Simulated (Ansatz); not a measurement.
# Al: the cost of one run

Method: DFT r2SCAN, scalar-relativistic, plane waves, PAW, in Ansatz 0.2.0.

## 1. Starting point

The structure is hexagonal, space group P6_3/mmc (No. 194). The conventional cell has a = 2.812 Å, b = 2.812 Å, c = 4.867 Å, α = 90.00°, β = 90.00°, γ = 120.00°. Al (site symmetry -6m2) has 12 Al at 2.81 to 2.93 Å as nearest neighbours.

Structure file:

```
CELL_PARAMETERS angstrom
2.81246 0.00000 0.00000
-1.40623 2.43566 0.00000
0.00000 0.00000 4.86685
ATOMIC_POSITIONS crystal
Al 0.66667 0.33333 0.75000
Al 0.33333 0.66667 0.25000
```

The structure comes from the Materials Project (structure only).

## 2. Functional and cell changed: r2SCAN

Against the listed cell: strain xx, yy, zz, yz, xz, xy = +2.1, +2.1, +0.6, +0.0, +0.0, +0.0 %.

The input, input.yaml:

```yaml
crystal:
  lattice:
    - [2.871573163, 0.0, 0.0]
    - [-1.4357865814, 2.486855308, 0.0]
    - [0.0, 0.0, 4.896148437]
  atoms:
    - { symbol: Al, position: [0.66666667, 0.33333333, 0.75] }
    - { symbol: Al, position: [0.33333333, 0.66666667, 0.25] }
basis:
  ecutwfc: 500
kpoints:
  mp_grid: { grid: [18, 18, 10] }
hamiltonian:
  xc: r2scan
scf:
  occupations: { method: gaussian, width: 0.1 }
output:
  forces: true
  stress: true
  eigenvalues: true
```

Started as:

```bash
> ansatz run input.yaml --threads 1 --pin off --max-ram 1331MiB --backend cpu --events-out ev --progress --plain --runs-dir out
```

What time and memory should one allow on 1 thread of an x86-64 CPU, shared host?

About 3.4 s, with a peak of 0.48 GiB.
